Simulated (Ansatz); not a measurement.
**Compressing Nb: a fit and a missing row**

Nb, Im-3m, a = 3.272 Å. Ansatz: PBEsol, PAW, 420 eV, Γ-centred 18×18×18 mesh on 1 atom, Gaussian smearing 0.10 eV; no spin polarisation. Symmetry fixes shape and atoms, so the cell is only scaled; pressure is positive in compression.

```tsv
V (Å³/atom)	P (GPa)
16.471	12.36
16.996	?
17.522	0.00
18.048	-5.04
18.573	-9.45
```

Take V0 = 17.522 Å³/atom, fit the third-order Birch–Murnaghan form to the other rows, and predict the missing pressure.

With the Eulerian strain f = ½[(V0/V)^(2/3) − 1] and y = P/[3f(1 + 2f)^(5/2)], the form is the line y = B0 + 1.5 B0 (B0′ − 4) f. Rows (f, y): 0.02105, 176.6; -0.00976, 180.8; -0.01905, 182.2. Means f = -0.002587, y = 179.87; Σ(Δf)² = 0.0008812, ΣΔfΔy = -0.1223; the slope is their ratio. y = 179.5 − 138.8 f GPa, so B0 = 179.5 GPa and B0′ = 4 + 2 × (-138.8)/(3 × 179.5) = 3.48. At V = 16.996, f = 0.01026, y = 178.08 and P = 5.77 GPa. The run gave 5.77 GPa, the same to the digits shown.